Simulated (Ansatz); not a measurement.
**Convergence notes, G0W0 on Be2C (Fm-3m)**

Be2C (Fm-3m) from a database of computed structures, relaxed with r2SCAN; one-shot G0W0 in Ansatz without spin-orbit coupling. No spin polarisation and no zero-point or thermal motion.

Space group Fm-3m (No. 225). a = 4.321 Å, b = 4.321 Å, c = 4.321 Å, α = 90.00°, β = 90.00°, γ = 90.00°
```csv
atom,site,symmetry,x,y,z
Be,8c,-43m,0.2500,0.2500,0.7500
C,4a,m-3m,0.0000,0.0000,0.0000
```

Gaps are read over the mesh points alone. G0W0 here is at a finite number of bands, screening cutoff and k mesh, not at the basis limit.
```csv
start,potentials,frequency model,mesh,empty bands,screening cutoff (eV),Kohn-Sham gap (eV),G0W0 gap (eV),rough cost
PBE,PAW,contour deformation,6×6×6,32,80,1.17,1.72,14 core-seconds
PBE,PAW,contour deformation,6×6×6,75,140,1.17,1.91,29 core-seconds
PBE,PAW,contour deformation,6×6×6,139,210,1.17,1.99,80 core-seconds
HSE06,PAW,contour deformation,6×6×6,75,140,1.91,2.22,80 core-seconds
LDA,PAW,contour deformation,6×6×6,75,140,1.19,1.91,30 core-seconds
r2SCAN,PAW,contour deformation,6×6×6,75,140,1.53,2.04,50 core-seconds
PBE,PAW,Godby-Needs pole,6×6×6,75,140,1.17,1.86,29 core-seconds
PBE,PAW,contour deformation,8×8×8,32,80,1.17,1.72,60 core-seconds
PBE,norm-conserving,contour deformation,6×6×6,75,140,1.16,1.89,2.7 core-minutes
```

G0W0 moves the gap on the mesh from 1.17 eV (PBE) to 1.99 eV (Γ to X). Renormalisation factors Z lie between 0.77 and 0.82.

Raising bands and cutoff together moves the gap by +0.19 eV (80 to 140 eV), then +0.08 eV (140 to 210 eV); the last step is still large, so the basis limit isn't reached. Starting from HSE06 (1.91 eV against PBE's 1.17 eV) gives 2.22 eV, +0.31 eV from G0W0@PBE at the same screening cutoff. Starting from LDA (1.19 eV against PBE's 1.17 eV) gives 1.91 eV, 0.00 eV from G0W0@PBE at the same screening cutoff. Starting from r2SCAN (1.53 eV against PBE's 1.17 eV) gives 2.04 eV, +0.13 eV from G0W0@PBE at the same screening cutoff. The Godby-Needs plasmon pole differs from contour deformation by -0.05 eV. An 8×8×8 mesh in place of 6×6×6 changes the opening over PBE by 0.00 eV (the gap on the mesh by 0.00 eV). Norm-conserving potentials (wave cutoff 1800 eV against 420 eV) shift the quasiparticle gap by -0.02 eV and the PBE gap by -0.01 eV. r2SCAN runs take a wave cutoff of 500 eV.
